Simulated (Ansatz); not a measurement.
# armchair graphene nanoribbon (N = 7, H edges): bands by functional and under strain, part 2 of 4

Wanted: the relaxed geometry and the bands of the armchair graphene nanoribbon (N = 7, H edges).

The experiment to be reproduced. Scanning tunnelling spectroscopy of long 7-armchair ribbons on Au(111) gives a gap of 2.3 eV (Talirz et al., ChemPhysChem (2019), arXiv:1910.01385).

Ansatz 0.2.0; DFT PBE, plane waves, PAW; relaxation of a wire's period (the session's first sound run).

So far. Step 2 (Relaxing the period): The cell's length comes to 4.300 Å with spin left out.

## 3. The perfect wire

This step: DFT PBE, plane waves, PAW; channels and complex bands of a perfect wire (Ansatz 0.2.0).

At the relaxed period the Bloch states of the perfect wire are found at each energy: those that move forward count the open channels, and those that decay describe how a disturbance dies away inside the wire itself. An energy step of 0.035 eV is under the 0.039 eV that the program asks for its thermal average at 300 K.

input.yaml reads:

```yaml
crystal:
  lattice:
    - [16.232, 0.0, 0.0]
    - [0.0, 7.0, 0.0]
    - [0.0, 0.0, 4.2998217765]
  atoms:
    - { symbol: C, position: [0.273844157, 0.5, 0.007367024] }
    - { symbol: C, position: [0.423835607, 0.5, 0.999743312] }
    - { symbol: C, position: [0.576164393, 0.5, 0.999743312] }
    - { symbol: C, position: [0.726155843, 0.5, 0.007367024] }
    - { symbol: C, position: [0.273844157, 0.5, 0.325966309] }
    - { symbol: C, position: [0.423835607, 0.5, 0.333590021] }
    - { symbol: C, position: [0.576164393, 0.5, 0.333590021] }
    - { symbol: C, position: [0.726155843, 0.5, 0.325966309] }
    - { symbol: H, position: [0.214810741, 0.5, 0.445613399] }
    - { symbol: H, position: [0.785189259, 0.5, 0.445613399] }
    - { symbol: C, position: [0.348109847, 0.5, 0.499145217] }
    - { symbol: C, position: [0.5, 0.5, 0.501346876] }
    - { symbol: C, position: [0.651890153, 0.5, 0.499145217] }
    - { symbol: C, position: [0.348109847, 0.5, 0.834188117] }
    - { symbol: C, position: [0.5, 0.5, 0.831986457] }
    - { symbol: C, position: [0.651890153, 0.5, 0.834188117] }
    - { symbol: H, position: [0.214810741, 0.5, 0.887719934] }
    - { symbol: H, position: [0.785189259, 0.5, 0.887719934] }
kpoints:
  mp_grid: { grid: [1, 1, 19] }
  band_path: { path: ["Γ", Z], npoints: 50 }
scf:
  occupations: { method: fermi_dirac, width: 0.05 }
hamiltonian:
  xc: pbe
output:
  transmission:
    e_range: [-2, 2]
    de: 0.035
    kmesh: [1, 1]
    reduced_basis: true
    leads: [[0, 0]]
  dos: { e_range: [-5, 4] }
  write_potential: true
  write_density: true
  volumetric_format: npy
  elf: true
```

Launch:

```console
$ ansatz run input.yaml --threads 8 --pin off --max-ram 16384MiB --backend cpu --events-out ev --progress --plain --runs-dir out
```

Numbers of over 12 decimals in the logs are rounded to 6 here.

The program printed:

```text
[...]
Crystal: 18 atoms, lattice volume = 488.563 Å³
Basis set: ecut = 420 eV, 9567 PW (Γ)
Bands: 48, of which v1, the nominal top of the filled ones, is band 30 counted from 1 (29 counted from 0)
Symmetry: 8 space group operations
[...]
k-points: 10 of 19
[...]
SCF iter   1: F=—  HF=-3576.448000 eV  |F-HF|=—  |Δ(HF+E_count)|=         —  Δρ=2.52e-3  dr2=1.12e-1  ethr=1.77e-3  ⟨swp⟩=8.9  Hψ=2686  notcnv=0  defer=91
[...]
SCF iter   7: F=-3576.423958 eV  HF=-3576.423958 eV  |F-HF|=1.24e-7  |Δ(HF+E_count)|=   6.81e-7  Δρ=4.55e-6  dr2=5.67e-8  ethr=1.67e-10  ⟨swp⟩=22.6  Hψ=3613  notcnv=0
SCF 1 converged in 7 iterations: F = -3576.423958 eV  dr2 = 5.67e-8
[...]
NSCF: frozen V_eff on 51 k-points
transmission: 6 of 36 steps passed
transmission: 12 of 36 steps passed
[...]
transmission: 36 of 36 steps passed
WARN: The output density's exchange-correlation potential varies sharply where the density is thin. Do not read a vacuum level from v_tot or v_xc, or from such a field of the output density. On a cell that repeats whose density bears no net charge and no dipole along the vacuum's axis use v_es (v_loc + v_h of the components); under efield.dipole_correction with no amplitude use v_es + v_field, which holds any externa [...]
Second SCF, for the conductance: iteration 1, dr2 8.234e-8 eV
Second SCF, for the conductance: iteration 2, dr2 2.308e-8 eV
Second SCF, for the conductance: iteration 3, dr2 5.117e-9 eV
transmission: 6 of 36 steps passed
transmission: 12 of 36 steps passed
[...]
transmission: 36 of 36 steps passed
SCF converged after 7 iterations
Free energy (F): -3576.423958 eV
[...]
Internal energy: -3576.423958 eV  (E = F + TS)
E sigma→0 (E₀):  -3576.423958 eV
Entropy (-TS):   -0.000000 eV (-0.000 meV/atom)
Fermi energy:    -0.951166 eV
[...]
--- Band table (eV; the first three rows and the last of 10) ---
  k-point 0: bands = [... 26 lower, -3.7475, -2.9428, -1.9123, -1.7319, -0.1597, -0.0775, 0.6147, 1.7100, ... 14 higher]
  k-point 1: bands = [... 26 lower, -3.7396, -3.0511, -2.0608, -1.7986, -0.1067, 0.0765, 0.7436, 1.7316, ... 14 higher]
  k-point 2: bands = [... 26 lower, -3.7169, -3.3364, -2.4096, -1.9771, 0.0330, 0.4419, 1.0900, 1.7961, ... 14 higher]
  k-point 9: bands = [... 26 lower, -5.3421, -4.4324, -4.0328, -3.3855, 0.8960, 1.8281, 2.2265, 3.4251, ... 14 higher]
--- Transmission ---
  basis      : 1001 plane waves across, 6 finite elements along
  points     : 1, standing for a mesh of 1 x 1
  filling    : by a second SCF (3 iterations) under fermi_dirac of width 0.025852 eV on a mesh of 1 x 1 x 30, whose Fermi level is -0.947588 eV
  energies   : 115 from -2.000000 to 1.990000 eV about the Fermi level, 0.035000 eV apart; the leads are filled to 0.000000 eV, and channels, transmission and decay are at -0.005000 eV
  crystal 0  : C14H4, at the sites [0, 0], period 4.2998 Å: whole cells are its period
    offset         : up to 0.0000 Å between an atom of the period and one for which it stands
    filled         : 0.9 meV over the level at which it is neutral
    channels       : 0.000000e0 a spin
    conductance    : 8.7341e0 S/m² at 300 K; may be off by some 0.4 % by where its bands' edges are placed, 0.1 % from the distance to neutral
    slowest decay  : 0.1278 /Å at (0.0000, 0.0000)
```

It took 8.2 min on 8 threads of Arm Neoverse N1, shared host; peak memory 2.2 GiB; 42 min of CPU time.

The column dr2 measures how far the density is from self-consistency, as an energy; F and HF (Harris–Foulkes) agree once it is small.

Numbers from this step:

- channels at the energy nearest the Fermi level, one spin: 0
- conductance of the lead as this run defines it: 1.28e-13 G₀
- slowest decay in the lead at the energy nearest the Fermi level: 0.1278 Å⁻¹
- band gap: 1.572 eV

Open channels of the lead, one spin against energy, zero at the Fermi level:

energy (eV), open channels of the lead, one spin and a bar:
```
    -2.00       3.00 ######################
    -1.90       2.00 ###############
    -1.79       2.00 ###############
    -1.69       2.00 ###############
    -1.58       2.00 ###############
    -1.48       2.00 ###############
    -1.37       2.00 ###############
    -1.23       2.00 ###############
    -1.12       2.00 ###############
    -1.02       2.00 ###############
    -0.92       1.00 ########
    -0.81       1.00 ########
    -0.70       0.00 
    -0.60       0.00 
    -0.49       0.00 
    -0.39       0.00 
    -0.28       0.00 
    -0.18       0.00 
    -0.07       0.00 
    -0.01       0.00 
     0.07       0.00 
     0.17       0.00 
     0.28       0.00 
     0.38       0.00 
     0.48       0.00 
     0.59       0.00 
     0.69       0.00 
     0.80       1.00 ########
     0.91       2.00 ###############
     1.01       2.00 ###############
     1.11       2.00 ###############
     1.22       2.00 ###############
     1.36       2.00 ###############
     1.47       2.00 ###############
     1.57       3.00 ######################
     1.68       3.00 ######################
     1.78       3.00 ######################
     1.89       4.00 ##############################
     1.99       4.00 ##############################
```

The slowest values at each energy, most degenerate partners merged, listed up to 1.5 1/Å. Im kz of the slowest decaying states against energy, zero at the Fermi level:

| energy (eV) | decay 1 (Å⁻¹) | decay 2 (Å⁻¹) | decay 3 (Å⁻¹) | decay 4 (Å⁻¹) |
| --- | --- | --- | --- | --- |
| -2.0000 | 0.389 | 0.402 | 0.411 | 0.482 |
| -1.7550 | 0.108 | 0.428 | 0.429 | 0.443 |
| -1.5100 | 0.146 | 0.444 | 0.449 | 0.475 |
| -1.2650 | 0.171 | 0.458 | 0.467 | 0.493 |
| -0.9850 | 0.189 | 0.471 | 0.484 | 0.504 |
| -0.7400 | 0.0614 | 0.0848 | 0.199 | 0.481 |
| -0.4950 | 0.112 | 0.145 | 0.204 | 0.489 |
| -0.2500 | 0.125 | 0.181 | 0.205 | 0.493 |
| -0.0050 | 0.128 | 0.198 | 0.479 | 0.502 |
| 0.2400 | 0.121 | 0.192 | 0.461 | 0.507 |
| 0.4850 | 0.104 | 0.159 | 0.185 | 0.437 |
| 0.7650 | 0.0480 | 0.0590 | 0.168 | 0.403 |
| 1.0100 | 0.145 | 0.364 | 0.514 | 0.532 |
| 1.2550 | 0.112 | 0.314 | 0.514 | 0.530 |
| 1.5000 | 0.0519 | 0.246 | 0.513 | 0.525 |
| 1.7450 | 0.132 | 0.514 | 0.517 | 0.520 |

The electronic bands at the labelled points (eV, zero at the Fermi level):

| point | band 27 | band 28 | band 29 | band 30 | band 31 | band 32 | band 33 | band 34 |
| --- | --- | --- | --- | --- | --- | --- | --- | --- |
| Γ | -2.80 | -1.99 | -0.96 | -0.78 | 0.79 | 0.87 | 1.57 | 2.66 |
| halfway | -3.54 | -2.76 | -2.55 | -1.80 | 1.58 | 2.39 | 2.72 | 3.15 |
| Z | -4.49 | -3.43 | -3.14 | -2.43 | 1.84 | 2.87 | 3.09 | 4.51 |

ELF in the ca plane at fractional y = 0.500, with atoms of C and H within 0.2 Å of it. It is the smooth field of the valence electrons, not physical close to the nuclei.

Ten even steps from '0' (0.00 × 1e-1) to '9' (9.95 × 1e-1), each cell a mean:
```
00000000000000
00000000000000
00000010000011
40002686101477
83027999603999
75556899503899
15872365201564
64345875566578
52114652587346
45764576322576
35764576322576
52125753586347
64335875566468
25872365201464
65555786444588
52014641597236
55655786444688
25862476201575
85347999604999
72016999503899
20001463100255
00000000000000
00000000000000
00000000000000
```
Columns run along c (4.3 Å), rows up along a (16.2 Å). Atoms in or near the plane, at fractional coordinates: C at (0.01, 0.27), C at (0.00, 0.42), C at (0.00, 0.58), C at (0.01, 0.73), C at (0.33, 0.27), C at (0.33, 0.42), C at (0.33, 0.58), C at (0.33, 0.73), H at (0.45, 0.21), H at (0.45, 0.79), C at (0.50, 0.35), C at (0.50, 0.50), C at (0.50, 0.65), C at (0.83, 0.35) and more.

Valence density in the ca plane at fractional y = 0.500, with atoms of C and H within 0.2 Å of it. It is the smooth field of the valence electrons, not physical close to the nuclei.

Values in e/Å³, 24 rows by 14 columns, each cell a mean:
```
0.0 0.0 0.0 0.0 0.0 0.0 0.0 0.0 0.0 0.0 0.0 0.0 0.0 0.0
0.0 0.0 0.0 0.0 0.0 0.0 0.0 0.0 0.0 0.0 0.0 0.0 0.0 0.0
0.0 0.0 0.0 0.0 0.0 0.0 0.0 0.0 0.0 0.0 0.0 0.0 0.0 0.0
0.0 0.0 0.0 0.0 0.0 0.0 0.0 0.0 0.0 0.0 0.0 0.0 0.0 0.0
0.3 0.1 0.1 0.1 0.2 0.5 0.7 0.4 0.2 0.1 0.1 0.3 0.7 0.6
1.3 0.9 0.8 0.8 1.2 1.7 1.7 0.8 0.3 0.1 0.2 0.6 1.5 1.8
1.9 1.9 1.9 1.9 1.9 1.9 1.5 0.7 0.3 0.2 0.2 0.5 1.2 1.8
1.2 0.7 0.6 0.7 1.0 1.6 1.9 1.5 1.2 1.0 1.1 1.4 1.8 1.8
0.8 0.4 0.2 0.3 0.7 1.4 1.9 1.8 1.7 1.5 1.6 1.7 1.9 1.6
1.7 1.4 1.2 1.3 1.6 1.9 1.7 1.0 0.5 0.4 0.4 0.8 1.5 1.9
1.7 1.5 1.3 1.4 1.6 1.9 1.7 0.9 0.5 0.3 0.4 0.8 1.4 1.9
0.8 0.4 0.3 0.3 0.7 1.4 1.9 1.7 1.6 1.5 1.6 1.7 1.9 1.6
1.0 0.6 0.4 0.5 0.9 1.5 1.9 1.6 1.3 1.1 1.2 1.5 1.8 1.7
1.8 1.7 1.6 1.7 1.8 1.9 1.6 0.8 0.4 0.2 0.3 0.6 1.3 1.9
1.4 1.0 0.8 0.9 1.3 1.8 1.8 1.2 0.8 0.6 0.7 1.1 1.7 1.9
0.8 0.4 0.2 0.3 0.6 1.3 1.9 1.8 1.8 1.7 1.8 1.8 1.9 1.6
1.5 1.1 1.0 1.1 1.4 1.8 1.8 1.2 0.8 0.6 0.7 1.1 1.7 1.9
1.8 1.8 1.8 1.8 1.8 1.9 1.4 0.6 0.2 0.1 0.2 0.5 1.2 1.8
0.9 0.6 0.4 0.5 0.8 1.4 1.7 0.8 0.3 0.1 0.2 0.6 1.5 1.6
0.1 0.1 0.0 0.1 0.1 0.3 0.3 0.2 0.1 0.0 0.1 0.2 0.3 0.3
0.0 0.0 0.0 0.0 0.0 0.0 0.0 0.0 0.0 0.0 0.0 0.0 0.0 0.0
0.0 0.0 0.0 0.0 0.0 0.0 0.0 0.0 0.0 0.0 0.0 0.0 0.0 0.0
0.0 0.0 0.0 0.0 0.0 0.0 0.0 0.0 0.0 0.0 0.0 0.0 0.0 0.0
0.0 0.0 0.0 0.0 0.0 0.0 0.0 0.0 0.0 0.0 0.0 0.0 0.0 0.0
```
Columns run along c (4.3 Å), rows up along a (16.2 Å). Atoms in or near the plane, at fractional coordinates: C at (0.01, 0.27), C at (0.00, 0.42), C at (0.00, 0.58), C at (0.01, 0.73), C at (0.33, 0.27), C at (0.33, 0.42), C at (0.33, 0.58), C at (0.33, 0.73), H at (0.45, 0.21), H at (0.45, 0.79), C at (0.50, 0.35), C at (0.50, 0.50), C at (0.50, 0.65), C at (0.83, 0.35) and more.

Electrostatic potential energy in the ca plane at fractional y = 0.500, with atoms of C and H within 0.2 Å of it. With pseudopotentials it is smooth inside the atoms' cores, unlike the true potential.

Ten even steps from '_' (-72 eV) to '@' (2 eV), each cell a mean:
```
@@@@@@@@@@@@@@@@@@@@@@@@@@@@
@@@@@@@@@@@@@@@@@@@@@@@@@@@@
@@@@@@@@@@@@@@@@@@@@@@@@@@@@
@@@@@@@@@@@@@@@@@@@@@@@@@@@@
@@@@@@@@@@%%**%%@@@@@@%%**##
**##%%##**++++##@@@@@@%%++++
__::**--____==%%@@@@@@@@**..
##%%%%%%##**====**%%**====++
%%@@@@@@%%**::__--##==....==
::==##++--::++##%%@@@@%%**--
::==##++::::++%%%%@@@@%%**--
%%@@@@@@%%**::..--##++....++
##%%@@%%##**==--++##**----++
__--**==____==%%@@@@@@%%**..
++**%%##++++++**##%%%%**++++
%%@@@@@@%%++..__::**==____==
==**%%##++==++**##%%%%****++
__::**==__..++%%@@@@@@@@**::
##%%@@%%%%**==##@@@@@@%%==++
@@@@@@@@@@@@%%@@@@@@@@@@%%%%
@@@@@@@@@@@@@@@@@@@@@@@@@@@@
@@@@@@@@@@@@@@@@@@@@@@@@@@@@
@@@@@@@@@@@@@@@@@@@@@@@@@@@@
@@@@@@@@@@@@@@@@@@@@@@@@@@@@
```
Columns run along c (4.3 Å; values clipped at the 3rd and 97th percentile), rows up along a (16.2 Å). Atoms in or near the plane, at fractional coordinates: C at (0.01, 0.27), C at (0.00, 0.42), C at (0.00, 0.58), C at (0.01, 0.73), C at (0.33, 0.27), C at (0.33, 0.42), C at (0.33, 0.58), C at (0.33, 0.73), H at (0.45, 0.21), H at (0.45, 0.79), C at (0.50, 0.35), C at (0.50, 0.50), C at (0.50, 0.65), C at (0.83, 0.35) and more.

By hand: a barrier of this wire, of length L, would pass T ∝ exp(−2κL) at this energy; with κ = 0.128 Å⁻¹ one decade takes ln 10 / (2κ) = 9.01 Å.

At the computed energy nearest the Fermi level there are 0 channels a spin, and the thermal average gives 1.3e-13 G₀; the gap is 1.57 eV.

## 4. Levels at the same atoms, level LDA, cutoff 420 eV

This step: DFT LDA, plane waves, PAW; bands of a perfect wire at the PBE geometry (Ansatz 0.2.0).

The atoms stay at the PBE geometry and the functional changes. At fixed atoms LDA and the gradient-corrected functionals usually give like bands; this run checks that. Against the first PBE run of this kind, the mesh along the wire has 14 points against 19.

input.yaml: that of step 3 with these lines changed.

```diff
@@ -25,3 +25,3 @@
 kpoints:
-  mp_grid: { grid: [1, 1, 19] }
+  mp_grid: { grid: [1, 1, 14] }
   band_path: { path: ["Γ", Z], npoints: 50 }
@@ -30,14 +30,2 @@
 hamiltonian:
-  xc: pbe
-output:
-  transmission:
-    e_range: [-2, 2]
-    de: 0.035
-    kmesh: [1, 1]
-    reduced_basis: true
-    leads: [[0, 0]]
-  dos: { e_range: [-5, 4] }
-  write_potential: true
-  write_density: true
-  volumetric_format: npy
-  elf: true
+  xc: lda
```

The program printed:

```text
[...]
Crystal: 18 atoms, lattice volume = 488.563 Å³
Basis set: ecut = 420 eV, 9567 PW (Γ)
Bands: 48, of which v1, the nominal top of the filled ones, is band 30 counted from 1 (29 counted from 0)
Symmetry: 8 space group operations
[...]
k-points: 8 of 14
[...]
SCF iter   1: F=—  HF=-3462.979742 eV  |F-HF|=—  |Δ(HF+E_count)|=         —  Δρ=4.50e-3  dr2=1.53e-1  ethr=1.77e-3  ⟨swp⟩=9.0  Hψ=2179  notcnv=0  defer=68
[...]
SCF iter   8: F=-3462.949093 eV  HF=-3462.949093 eV  |F-HF|=1.68e-9  |Δ(HF+E_count)|=   6.75e-9  Δρ=1.61e-6  dr2=1.54e-8  ethr=1.67e-10  ⟨swp⟩=23.1  Hψ=2587  notcnv=0
SCF 1 converged in 8 iterations: F = -3462.949093 eV  dr2 = 1.54e-8
[...]
SCF converged after 8 iterations
Free energy (F): -3462.949093 eV
[...]
Internal energy: -3462.949093 eV  (E = F + TS)
E sigma→0 (E₀):  -3462.949093 eV
Entropy (-TS):   -0.000000 eV (-0.000 meV/atom)
Fermi energy:    -1.202525 eV
[...]
--- Band table (eV; the first three rows and the last of 8) ---
  k-point 0: bands = [... 26 lower, -4.0006, -3.1844, -2.1558, -1.9814, -0.4117, -0.3368, 0.3311, 1.6873, ... 14 higher]
  k-point 1: bands = [... 26 lower, -3.9858, -3.3807, -2.4158, -2.0994, -0.3203, -0.0673, 0.5650, 1.7269, ... 14 higher]
  k-point 2: bands = [... 26 lower, -3.9446, -3.8559, -2.9581, -2.3960, -0.0961, 0.5031, 1.1509, 1.5512, ... 14 higher]
  k-point 7: bands = [... 26 lower, -5.6948, -4.6273, -4.3432, -3.6239, 0.5875, 1.6281, 1.8418, 3.5069, ... 14 higher]
```

It took 12 s on 8 threads; peak memory 1.4 GiB; 93 s of CPU time.

This step gave:

```
band gap : 1.570 eV
```

The electronic bands at the labelled points (eV, zero at the Fermi level):

| point | band 27 | band 28 | band 29 | band 30 | band 31 | band 32 | band 33 | band 34 |
| --- | --- | --- | --- | --- | --- | --- | --- | --- |
| Γ | -2.80 | -1.98 | -0.95 | -0.78 | 0.79 | 0.87 | 1.53 | 2.89 |
| halfway | -3.54 | -2.76 | -2.55 | -1.79 | 1.56 | 2.36 | 2.71 | 3.37 |
| Z | -4.49 | -3.42 | -3.14 | -2.42 | 1.79 | 2.83 | 3.04 | 4.71 |

The gap is 1.57 eV, against 1.57 eV under PBE at the relaxed period.

## 5. Levels at the same atoms, level RPBE, cutoff 420 eV

This step: DFT RPBE, plane waves, PAW; bands of a perfect wire at the PBE geometry (Ansatz 0.2.0).

The atoms stay at the PBE geometry and the functional changes. At fixed atoms LDA and the gradient-corrected functionals usually give like bands; this run checks that. Against the first PBE run of this kind, the mesh along the wire has 14 points against 19.

input.yaml: that of step 4 with these lines changed.

```diff
@@ -30,2 +30,2 @@
 hamiltonian:
-  xc: lda
+  xc: rpbe
```

The program printed:

```text
[...]
Crystal: 18 atoms, lattice volume = 488.563 Å³
Basis set: ecut = 420 eV, 9567 PW (Γ)
Bands: 48, of which v1, the nominal top of the filled ones, is band 30 counted from 1 (29 counted from 0)
Symmetry: 8 space group operations
[...]
k-points: 8 of 14
[...]
--- Band table (eV; the first three rows and the last of 8) ---
  k-point 0: bands = [... 26 lower, -3.6491, -2.8496, -1.8175, -1.6349, -0.0601, 0.0249, 0.7300, 1.6410, ... 14 higher]
  k-point 1: bands = [... 26 lower, -3.6349, -3.0422, -2.0747, -1.7552, 0.0362, 0.2928, 0.9606, 1.6807, ... 14 higher]
  k-point 2: bands = [... 26 lower, -3.5957, -3.5106, -2.6132, -2.0554, 0.2709, 0.8631, 1.5413, 1.7998, ... 14 higher]
  k-point 7: bands = [... 26 lower, -5.3361, -4.2815, -3.9955, -3.2899, 1.0107, 2.0314, 2.2527, 3.5002, ... 14 higher]
[key lines of the parts left out:]
SCF converged after 7 iterations
Free energy (F): -3595.443676 eV
Fermi energy:    -0.852545 eV
```

Wall time 12 s (8 threads); peak memory 1.5 GiB; 91 s of CPU time.

The gap is 1.57 eV, against 1.57 eV under PBE at the relaxed period.

## 6. Levels at the same atoms, level r2SCAN, cutoff 500 eV

This step: DFT r2SCAN, plane waves, PAW; bands of a perfect wire at the PBE geometry (Ansatz 0.2.0).

The atoms stay at the PBE geometry and the functional changes. r2SCAN also reads the kinetic-energy density; it often gives larger moments and wider gaps than PBE, at a higher cost. Against the first PBE run of this kind, the cutoff is 500 eV against 420 and the mesh along the wire has 14 points against 19.

input.yaml: that of step 5 with these lines changed.

```diff
@@ -30,2 +30,2 @@
 hamiltonian:
-  xc: rpbe
+  xc: r2scan
```

The program printed:

```text
[...]
Crystal: 18 atoms, lattice volume = 488.563 Å³
Basis set: ecut = 500 eV, 12373 PW (Γ), exchange–correlation on 480×216×128 points (64 copies of the dense FFT grid, shifted against one another)
Bands: 48, of which v1, the nominal top of the filled ones, is band 30 counted from 1 (29 counted from 0)
Symmetry: 8 space group operations
[...]
k-points: 8 of 14
[...]
--- Band table (eV; the first three rows and the last of 8) ---
  k-point 0: bands = [... 26 lower, -3.9402, -3.0854, -1.9898, -1.7961, -0.1196, -0.0261, 0.7138, 2.1999, ... 14 higher]
  k-point 1: bands = [... 26 lower, -3.9254, -3.2901, -2.2635, -1.9247, -0.0164, 0.2601, 0.9603, 2.1840, ... 14 higher]
  k-point 2: bands = [... 26 lower, -3.8843, -3.7873, -2.8356, -2.2448, 0.2349, 0.8701, 1.5814, 2.0007, ... 14 higher]
  k-point 7: bands = [... 26 lower, -5.7201, -4.6156, -4.3010, -3.5605, 1.0135, 2.1031, 2.3536, 4.0935, ... 14 higher]
[key lines of the parts left out:]
SCF converged after 8 iterations
Free energy (F): -3586.513928 eV
Fermi energy:    -0.962445 eV
```

Elapsed: 23 s, on 8 threads; peak memory 2.3 GiB.

The gap is 1.68 eV, against 1.57 eV under PBE at the relaxed period.

(Part 2 of 4 ends here.)

[Logs are printed without paths, hosts, clocks, repeated set-up lines and the standing remarks that a program may print on its own settings, such as how far it seeks lower states.]

[Hosts, paths, dates, database ids (printed as entryN), source tags and the programs' standing remarks are cut or masked in the printed files.]
